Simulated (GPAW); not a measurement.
Write an ASE script for GPAW 26.7.0 that does the following.

```yaml
Task: single point
Functional: PBE
Potentials_or_basis: GPAW PAW data sets (gpaw-data 1.2.1)
Cutoff: 900 eV
Basis: pw
k_mesh: 7 × 7 × 4
Occupations: fermi-dirac, width 0.05 eV
Spin: no spin polarisation
Maxiter: 75
```

The structure of AlN lies in AlN.cif:

```cif
data_AlN
_cell_length_a 3.11300000
_cell_length_b 3.11300000
_cell_length_c 4.98100000
_cell_angle_alpha 90.00000000
_cell_angle_beta 90.00000000
_cell_angle_gamma 120.00000000
_space_group_name_H-M_alt 'P1'
_space_group_name_Hall 'P 1'
_space_group_IT_number 1
loop_
_space_group_symop_operation_xyz
'x,y,z'
loop_
_atom_site_label
_atom_site_type_symbol
_atom_site_symmetry_multiplicity
_atom_site_Wyckoff_symbol
_atom_site_fract_x
_atom_site_fract_y
_atom_site_fract_z
_atom_site_occupancy
Al1 Al 1 a 0.6666666667 0.3333333333 0.5000000000 1
Al2 Al 1 a 0.3333333333 0.6666666667 0.0000000000 1
N1 N 1 a 0.6666666667 0.3333333333 0.8800000000 1
N2 N 1 a 0.3333333333 0.6666666667 0.3800000000 1
```

One way to write it, as run:

run.py

```python
from ase.dft.bandgap import bandgap
from ase.io import read, write
from ase.units import GPa
from gpaw import GPAW, PW

atoms = read('AlN.cif')

calc = GPAW(mode=PW(900),
            xc='PBE',
            kpts={'size': (7, 7, 4), 'gamma': True},
            occupations={'name': 'fermi-dirac', 'width': 0.05},
            nbands=18,
            convergence={'density': 1e-05, 'energy': 1e-05},
            maxiter=75,
            txt='gpaw.txt')
atoms.calc = calc
energy = atoms.get_potential_energy()
forces = atoms.get_forces()
stress = atoms.get_stress()
calc.write('gs.gpw')
write('result.traj', atoms)
print(f'Energy: {energy:.6f} eV')
print('Forces (eV/A):')
print(forces.round(4))
print('Stress (GPa):', (stress / GPa).round(3))
print('Fermi level:', round(calc.get_fermi_level(), 4), 'eV')
print(f'Gap: {bandgap(calc)[0]:.4f} eV, direct: {bandgap(calc, direct=True)[0]:.4f} eV')
```

Potentials or basis: GPAW PAW data sets (gpaw-data 1.2.1), pw.

Command:

```console
$ OMP_NUM_THREADS=1 python run.py
```

Results of the run:

The pressure is 5.1 GPa. The largest force is 0.133 eV/Å. The band gap on the k mesh is 4.23 eV, direct.

It took 32 s on 1 thread of Intel(R) Xeon(R) Platinum 8259CL CPU @ 2.50GHz (Skylake/Cascade Lake) (shared host), peak memory 0.19 GiB.
